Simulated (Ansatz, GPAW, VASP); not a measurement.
## CdS: programs and potentials compared

```
Cd S
1.0
     4.15000    0.00000    0.00000
    -2.07500    3.59401    0.00000
     0.00000    0.00000    6.73700
Cd S
2 2
Direct
  0.66667 0.33333 0.50000
  0.33333 0.66667 0.00000
  0.66667 0.33333 0.87500
  0.33333 0.66667 0.37500
```

Alike in all runs: task single point; functional PBE; k mesh 7 × 7 × 4; occupations gaussian, width 0.016 eV; no spin polarisation; no spin-orbit coupling. Pressure is positive in compression and, in plane waves, holds the error of the finite cutoff, which Ansatz's Pulay term estimates and takes out.

```json
{"program and potentials": "Ansatz, Ansatz PAW", "plane-wave cutoff (eV)": "420", "notes": "13 valence electrons an atom on average; Pulay term of +0.04 GPa included", "pressure (GPa)": "2.07", "largest force (eV/Å)": "0.068"}
{"program and potentials": "VASP, PBE PAW files Cd, S, 520 eV", "plane-wave cutoff (eV)": "520", "notes": "9 valence electrons an atom on average", "pressure (GPa)": "2.42", "largest force (eV/Å)": "0.069"}
{"program and potentials": "GPAW, GPAW PAW data sets (gpaw-data 1.2.1)", "plane-wave cutoff (eV)": "600", "notes": "9 valence electrons an atom on average", "pressure (GPa)": "1.82", "largest force (eV/Å)": "0.067"}
```

Force on atom 1 (Cd), eV/Å:

```csv
program and potentials,x,y,z
"Ansatz, Ansatz PAW",0.000,0.000,-0.068
"VASP, PBE PAW files Cd, S, 520 eV",0.000,0.000,-0.069
"GPAW, GPAW PAW data sets (gpaw-data 1.2.1)",0.000,0.000,-0.067
```

The pressure spans 1.82 (GPAW, GPAW PAW data sets (gpaw-data 1.2.1)) to 2.42 GPa (VASP, PBE PAW files Cd, S, 520 eV).

The functional is the same throughout but for its coding, so the spread measures potentials, basis and numerics; runs on potential files found faulty are left out.

All three runs find the cell under compression and the same small force pushing Cd along the polar axis. The sign of the pressure fits PBE's known tendency to underbind semiconductors such as CdS: at a volume close to the measured one, the functional favours a larger cell.

The force has a geometric origin. The sulfur atoms sit at the ideal wurtzite internal parameter, but the axial ratio is slightly below ideal, so the Cd–S bond along the axis is shorter than the other three. The force on Cd points away from its axial sulfur neighbour and would lengthen that bond, evening out the bond lengths at little cost in bond angle. Threefold symmetry removes the lateral components.

The two runs with 9 valence electrons per atom bracket the one with 13, so the size of the valence space alone doesn't order the pressures. The close agreement in force suggests that the potentials differ mainly in their response to volume, not to this internal displacement. A scalar pressure doesn't show whether the axial ratio itself would change on relaxation.
